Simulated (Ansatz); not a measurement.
# CoO (Fm-3m) in Ansatz: further runs

The runs below take CoO through band structure, with PBEsol, LDA, PBE.

All numbers are computed with Ansatz 0.2.0; they aren't measurements. Logs are shortened: lines on timing, memory, paths and dates and some standing lists are left out, and cuts for length are marked.

### Step 1. Starting point

It takes space group Fm-3m (No. 225, cubic). Conventional cell: a = 4.263 Å, b = 4.263 Å, c = 4.263 Å, α = 90.00°, β = 90.00°, γ = 90.00°. Co (site symmetry m-3m) has 6 O at 2.13 Å as nearest neighbours. O (site symmetry m-3m) is surrounded by 6 Co at 2.13 Å.

### Step 2. Band structure, PBEsol, collinear spin, ferromagnetic start

input.yaml

```yaml
crystal:
  lattice:
    - [0.0, 2.1315, 2.1315]
    - [2.1315, 0.0, 2.1315]
    - [2.1315, 2.1315, 0.0]
  atoms:
    - { symbol: Co, position: [0.0, 0.0, 0.0], spin: 2.0 }
    - { symbol: O, position: [0.5, 0.5, 0.5] }
kpoints:
  mp_grid: { grid: [11, 11, 11] }
  band_path:
    path:
      - [0.0, 0.0, 0.0]
      - [0.5, 0.0, 0.5]
      - [0.5, 0.25, 0.75]
      - [0.375, 0.375, 0.75]
      - [0.0, 0.0, 0.0]
      - [0.5, 0.5, 0.5]
      - [0.625, 0.25, 0.625]
      - [0.5, 0.25, 0.75]
    npoints: 12
scf:
  occupations: { method: fermi_dirac, width: 0.05 }
hamiltonian:
  xc: pbesol
  pseudopotentials: { kind: all_electron, lapw: { basis_error: 0.001 } }
magnetization:
  spin_polarized: true
output:
  forces: true
  stress: true
  eigenvalues: true
```

Potentials or basis: all-electron LAPW, scalar-relativistic.

Started as:

```console
$ ansatz run input.yaml --threads 2 --pin off --max-ram 6144MiB --backend cpu --events-out ev --progress --plain --runs-dir out
```

Output:

```text
Warning: RAYON_NUM_THREADS=2 ignored (pool sized by the plan → 2); use --threads N
LAPW: plane waves up to 9.714 Å⁻¹, error target 1.0e-3 eV per atom; small_component_spin mean_spin; O in spheres of 0.967 Å, 8 of its electrons in bands, Dirac shells []; Co in spheres of 1.165 Å, 17 of its electrons in bands, Dirac shells [] (how accurate: hamiltonian.pseudopotentials.lapw.basis_error, Limitations)
Engine: ansatz 0.2.0, aarch64-unknown-linux-gnu
Pseudopotentials: kind: all_electron
Pseudopotential: Co, LAPW, valence charge 17, lapw/all_electron/scalar/gaussian/Co, Koelling and Harmon's equation, gaussian nucleus
Pseudopotential: O, LAPW, valence charge 8, lapw/all_electron/scalar/gaussian/O, Koelling and Harmon's equation, gaussian nucleus
Functional definition: PBEsol
  exchange = pbesol_x
  correlation = pbesol_c
Crystal: 2 atoms, lattice volume = 19.368 Å³
Basis set: ecut = 359.5384731733147 eV, 307 PW (Γ), exchange–correlation at level 2
Bands: 18, of which v1, the nominal top of the filled ones, is band 13 counted from 1 (12 counted from 0)
Symmetry: 48 space group operations
Space group: Fm-3m (ITA 225), of the structure as read, at distance tolerance 2.7e-5 Å
Magnetic group: BNS 225.116 (UNI 1618), of the structure as read, at distance tolerance 2.7e-5 Å
k-points: 56 of 1331
Non-local potential: Co, projectors of the file, none
Non-local potential: O, projectors of the file, none
Initial density: superposition of atomic densities (chi_scale 0.1, normalization cell, long waves kept (reshape's long-wave potential 0.00 eV rms))
Starting moments: Σ|m| = 2 μB on 1 of 2 sites
Initial wavefunctions: plane waves of lowest kinetic energy (no species holds an atomic orbital)
Functional: x = pbesol(κ = 0.804, μ = 0.12345679012345678), c = pbesol(β = 0.046)
iter 1 solved again at ethr=5.78e-3 eV; its pass at ethr=1.00e-1 eV (dr2=1.44e0 eV) is discarded
SCF iter   1: F=—  HF=-39925.433645 eV  |F-HF|=—  |Δ(HF+E_count)|=         —  Δρ=5.84e-2 (↑5.46e-2 ↓5.84e-2)  dr2=1.44e0  dr2_m=2.67e-1  M=3.000 μB ∫|m|=3.002 μB  β_m=0.30  ethr=5.78e-3  ⟨swp⟩=2.0  Hψ=13196  notcnv=0
Mixer restart at iter 1: flushing history
preconditioner: auto → none  [metal: Δε(μ)=0.011 eV  Ē_g=13.999 eV  σ=0.050 eV  W_gap=0.06  n_scr=8 (ndim 8)  ℏωp=32.7 eV  f_vac=0.000  D(μ)=4.21/eV (n_scr^D=64)  sad-step TF]
SCF iter   2: F=—  HF=-39924.717492 eV  |F-HF|=—  |Δ(HF+E_count)|=   7.16e-1  Δρ=3.36e-2 (↑3.36e-2 ↓2.92e-2)  dr2=3.14e-1  dr2_m=1.14e-1  M=2.986 μB ∫|m|=2.987 μB  β_m=0.47  ethr=5.77e-3  ⟨swp⟩=2.0  Hψ=5936  notcnv=0
SCF iter   3: F=—  HF=-39924.745804 eV  |F-HF|=—  |Δ(HF+E_count)|=   2.83e-2  Δρ=2.02e-2 (↑1.81e-2 ↓2.02e-2)  dr2=2.60e-1  dr2_m=1.64e-2  M=3.000 μB ∫|m|=3.008 μB  β_m=0.47  ethr=1.25e-3  ⟨swp⟩=2.0  Hψ=6048  notcnv=0
iter 4 solved again at ethr=1.41e-5 eV; its pass at ethr=1.04e-3 eV (dr2=3.53e-3 eV) is discarded
SCF iter   4: F=—  HF=-39924.657698 eV  |F-HF|=—  |Δ(HF+E_count)|=         —  Δρ=5.67e-3 (↑3.61e-3 ↓5.67e-3)  dr2=3.53e-3  dr2_m=2.67e-3  M=2.939 μB ∫|m|=2.951 μB  β_m=0.47  ethr=1.41e-5  ⟨swp⟩=2.0  Hψ=9888  notcnv=0
Mixer restart at iter 4: flushing history
SCF iter   5: F=—  HF=-39924.666984 eV  |F-HF|=—  |Δ(HF+E_count)|=         —  Δρ=3.81e-3 (↑3.81e-3 ↓2.51e-3)  dr2=8.90e-3  dr2_m=2.63e-4  M=2.978 μB ∫|m|=2.992 μB  β_m=0.42  ethr=1.41e-5  ⟨swp⟩=3.0  Hψ=6633  notcnv=0
the basis was enlarged: its passes take 833.3 KiB over the memory plan, 2 of 2 planned eigensolver slots
SCF iter   6: F=—  HF=-39924.660342 eV  |F-HF|=—  |Δ(HF+E_count)|=   6.64e-3  Δρ=1.73e-3 (↑1.73e-3 ↓1.52e-3)  dr2=3.36e-4  dr2_m=3.64e-4  M=2.957 μB ∫|m|=2.972 μB  β_m=0.58  ethr=1.41e-5  ⟨swp⟩=2.8  Hψ=5699  notcnv=0
SCF iter   7: F=—  HF=-39924.661703 eV  |F-HF|=—  |Δ(HF+E_count)|=   1.36e-3  Δρ=5.73e-4 (↑5.73e-4 ↓4.05e-4)  dr2=4.19e-5  dr2_m=3.34e-5  M=2.957 μB ∫|m|=2.973 μB  β_m=0.62  ethr=1.35e-6  ⟨swp⟩=2.5  Hψ=5647  notcnv=0
SCF iter   8: F=—  HF=-39924.661761 eV  |F-HF|=—  |Δ(HF+E_count)|=   5.86e-5  Δρ=1.85e-4 (↑9.55e-5 ↓1.85e-4)  dr2=2.42e-6  dr2_m=3.19e-6  M=2.956 μB ∫|m|=2.972 μB  β_m=0.68  ethr=1.68e-7  ⟨swp⟩=2.3  Hψ=5559  notcnv=0
SCF iter   9: F=—  HF=-39924.661766 eV  |F-HF|=—  |Δ(HF+E_count)|=   5.05e-6  Δρ=4.28e-5 (↑2.33e-5 ↓4.28e-5)  dr2=2.43e-7  dr2_m=1.49e-7  M=2.956 μB ∫|m|=2.972 μB  β_m=0.70  ethr=9.67e-9  ⟨swp⟩=2.9  Hψ=5862  notcnv=0
SCF iter  10: F=—  HF=-39924.661766 eV  |F-HF|=—  |Δ(HF+E_count)|=   4.26e-7  Δρ=7.30e-6 (↑7.30e-6 ↓6.96e-6)  dr2=1.75e-9  dr2_m=7.85e-9  M=2.956 μB ∫|m|=2.972 μB  β_m=0.85  ethr=9.71e-10  ⟨swp⟩=3.0  Hψ=5768  notcnv=0
SCF iter  11: F=-39924.661766 eV  HF=-39924.661766 eV  |F-HF|=7.86e-9  |Δ(HF+E_count)|=   5.24e-8  Δρ=1.85e-6 (↑1.85e-6 ↓1.65e-6)  dr2=2.05e-9  dr2_m=9.23e-11  M=2.956 μB ∫|m|=2.972 μB  ethr=6.99e-12  ⟨swp⟩=3.0  Hψ=6108  notcnv=0
SCF 1 converged in 11 iterations: F = -39924.661766 eV  dr2 = 2.05e-9
NSCF: frozen V_eff on 85 k-points
SCF converged after 11 iterations
Magnetization: 2.9560 μB (13.9780 up, 11.0220 down)
Absolute magnetization: 2.9724 μB (∫|ρ↑−ρ↓|)
Spin contamination: 0.0075 ħ² per cell (⟨S²⟩ above its minimum at these occupations)
Per-site moments (μB) at R_I (Å): [(2.5985884642942327, 1.1646768393557512), (0.33909051904798115, 0.9668231288824237)]
Free energy (F): -39924.661766 eV
Harris-Foulkes:  -39924.661766 eV  (|F-HF|=7.86e-9)
Internal energy: -39924.629714 eV  (E = F + TS)
E sigma→0 (E₀):  -39924.645740 eV
Entropy (-TS):   -0.032052 eV (-16.026 meV/atom)
Fermi energy:    14.003355 eV
--- Per-component energies (eV) ---
  E_band       = -1284.152703
  E_kinetic    = 40475.718818
  E_xc         = -1816.062981
  E_electrostatic = -78584.285551  (all electrons and nuclei)
  E_smearing   = -0.032052  (= −TS)
  E_closure    = 0.000000  (closes the sum)
  E_atoms      = -39909.458948  (free atoms, spherical and without spin; not in F)
  Σ components = -39924.661766   (vs F -39924.661766, Δ=0.00e0)
  Basis errors (estimates in eV, not in F): energy 3.7e-4 per atom: plane waves 3.2e-4 (1.8e-4 summed), levels above the bands 7.1e-135, relativity 5.0e-8, radial functions 4.8e-5, core shells 7.0e-9; eigenvalues (radial functions only) 1.3e-5; not estimated: angular momenta, meshes, grids; target (lapw.basis_error) 1.0e-3; muffin-tin radii O 0.967 Å, Co 1.165 Å
--- Forces (eV/Å), atoms counted from 1 ---
  atom   1  Co     0.00000000    -0.00000000    -0.00000000
  atom   2  O      0.00000000     0.00000000    -0.00000000
  max |Σ_I F_I| component: 1.63e-30 eV/Å
--- Stress (GPa, compression-positive) ---
      -10.840536       0.000000      -0.000000
        0.000000     -10.840536      -0.000000
       -0.000000      -0.000000     -10.840536
  P = ⅓ Tr σ = -10.8405 GPa (-108.405 kbar)
--- Band table (eV; the first three rows and the last of 112) ---
  k-point 0 ↑: bands = ["-491.0601", "-82.6345", "-46.0274", "-46.0274", "-46.0274", "-6.2489", "10.6769", "10.6769", "10.7421", "10.7421", "10.7421", "10.8412", "10.8412", "10.8412", "14.7570", "30.4419", "31.7747", "31.7747"]
  k-point 1 ↑: bands = ["-491.0601", "-82.6342", "-46.0305", "-46.0279", "-46.0279", "-6.1620", "9.8684", "9.8841", "9.8841", "10.8780", "10.8780", "11.1730", "11.5882", "11.5882", "15.3452", "28.8479", "31.4843", "31.4843"]
  k-point 2 ↑: bands = ["-491.0601", "-82.6334", "-46.0385", "-46.0290", "-46.0290", "-5.9194", "8.5856", "9.1451", "9.1451", "11.0322", "11.0322", "11.3856", "12.4205", "12.4205", "16.5458", "26.6874", "30.3912", "30.3912"]
  k-point 55 ↓: bands = ["-490.7610", "-79.5860", "-43.0844", "-43.0823", "-43.0704", "-4.2568", "8.1613", "8.2214", "9.0446", "13.4803", "13.7434", "14.1616", "14.8068", "15.5288", "22.7365", "24.0977", "24.2038", "27.4348"]
```

bands.tsv:

```text
[... 98 lines left out ...]
6.995316	-505.063490	-96.633109	-60.055224	-60.055224	-60.045367	-18.868968	-6.314741	-6.314741	-6.176921	-2.585318	-2.370818	-2.370818	-2.138634	-1.426038	7.834316	9.719551	9.719551	12.414784	-504.764357	-93.589329	-57.086441	-57.086441	-57.074806	-18.253641	-5.722844	-5.722844	-5.131740	-0.383950	-0.383950	0.155161	0.747755	1.480462	8.746873	10.289157	10.289157	13.044320
```

Run time: 15 s. Hardware: 2 threads of Arm Neoverse V2, shared host; peak memory 0.42 GiB.

Results:

```
Free energy             : -39924.6618 eV
Pressure                : -10.8 GPa
Band gap along the path : none (metal or under the smearing width)
Net moment              : 2.96 μB per cell
Absolute moment         : 2.97 μB per cell
Site moments            : Co +2.60; O +0.34 μB
```

Levels at the corners of the path, in eV from the Fermi level:
Spin up:
| point | band 12 | band 13 | band 14 | band 15 | band 16 | band 17 |
| --- | --- | --- | --- | --- | --- | --- |
| Γ | -3.16 | -3.16 | -3.16 | 0.75 | 16.44 | 17.77 |
| X | -2.46 | -2.14 | -2.14 | 5.59 | 9.54 | 11.37 |
| W | -2.37 | -2.14 | -1.43 | 7.83 | 9.72 | 9.72 |
| K | -2.11 | -2.01 | -1.37 | 7.16 | 9.41 | 9.52 |
| Γ | -3.16 | -3.16 | -3.16 | 0.75 | 16.44 | 17.77 |
| L | -1.88 | 0.03 | 0.03 | 4.76 | 9.10 | 13.12 |
| U | -2.11 | -2.01 | -1.37 | 7.16 | 9.41 | 9.52 |
| W | -2.37 | -2.14 | -1.43 | 7.83 | 9.72 | 9.72 |
Spin down:
```
point  band 9  band 10  band 11  band 12  band 13  band 14
    Γ   -2.65    -1.11    -1.11    -1.11    -0.09    -0.09
    X   -3.92    -2.28     0.15     0.15     0.39     0.86
    W   -5.13    -0.38    -0.38     0.16     0.75     1.48
    K   -4.40    -1.04     0.00     0.17     1.00     1.47
    Γ   -2.65    -1.11    -1.11    -1.11    -0.09    -0.09
    L   -4.74    -0.11    -0.11     0.19     2.60     2.60
    U   -4.40    -1.04     0.00     0.17     1.00     1.47
    W   -5.13    -0.38    -0.38     0.16     0.75     1.48
```

Caveat: a cell with one magnetic atom can't hold antiferromagnetic order, which such compounds often take; semilocal functionals often make such compounds metallic where correlation or magnetic order opens a gap, which also shifts bond lengths.

### Step 3. Band structure, LDA, collinear spin, ferromagnetic start

Changes to input.yaml since step 2:

```diff
@@ -24,3 +24,3 @@
 hamiltonian:
-  xc: pbesol
+  xc: lda
   pseudopotentials: { kind: all_electron, lapw: { basis_error: 0.001 } }
```

Potentials or basis: all-electron LAPW, scalar-relativistic.

Started as:

```console
$ ansatz run input.yaml --threads 2 --pin off --max-ram 6144MiB --backend cpu --events-out ev --progress --plain --runs-dir out
```

Wall time 15 s (2 threads of Arm Neoverse V2, shared host); peak memory 0.43 GiB.

The run converged. Its results:

- Free energy: -39888.8188 eV
- Pressure: -19.3 GPa
- Band gap along the path: none (metal or under the smearing width)
- Net moment: 2.88 μB per cell
- Absolute moment: 2.89 μB per cell
- Site moments: Co +2.52; O +0.34 μB

Levels at the corners of the path, in eV from the Fermi level:
Spin up:
| point | band 12 | band 13 | band 14 | band 15 | band 16 | band 17 |
| --- | --- | --- | --- | --- | --- | --- |
| Γ | -3.11 | -3.11 | -3.11 | 0.80 | 16.48 | 17.77 |
| X | -2.23 | -2.08 | -2.08 | 5.53 | 9.46 | 11.42 |
| W | -2.33 | -2.07 | -1.28 | 7.74 | 9.67 | 9.67 |
| K | -1.96 | -1.93 | -1.24 | 7.09 | 9.39 | 9.46 |
| Γ | -3.11 | -3.11 | -3.11 | 0.80 | 16.48 | 17.77 |
| L | -1.84 | 0.13 | 0.13 | 4.78 | 9.00 | 13.05 |
| U | -1.96 | -1.93 | -1.24 | 7.09 | 9.39 | 9.46 |
| W | -2.33 | -2.07 | -1.28 | 7.74 | 9.67 | 9.67 |
Spin down:
```tsv
point	band 9	band 10	band 11	band 12	band 13	band 14
Γ	-2.74	-1.10	-1.10	-1.10	-0.39	-0.39
X	-3.99	-2.26	0.08	0.18	0.18	0.58
W	-5.23	-0.38	-0.38	0.18	0.47	1.21
K	-4.50	-1.04	0.02	0.18	0.73	1.20
Γ	-2.74	-1.10	-1.10	-1.10	-0.39	-0.39
L	-4.87	-0.11	-0.11	0.19	2.35	2.35
U	-4.50	-1.04	0.02	0.18	0.73	1.20
W	-5.23	-0.38	-0.38	0.18	0.47	1.21
```

Caveat: a cell with one magnetic atom can't hold antiferromagnetic order, which such compounds often take; semilocal functionals often make such compounds metallic where correlation or magnetic order opens a gap, which also shifts bond lengths.

(Continued in part 2 of 2.)
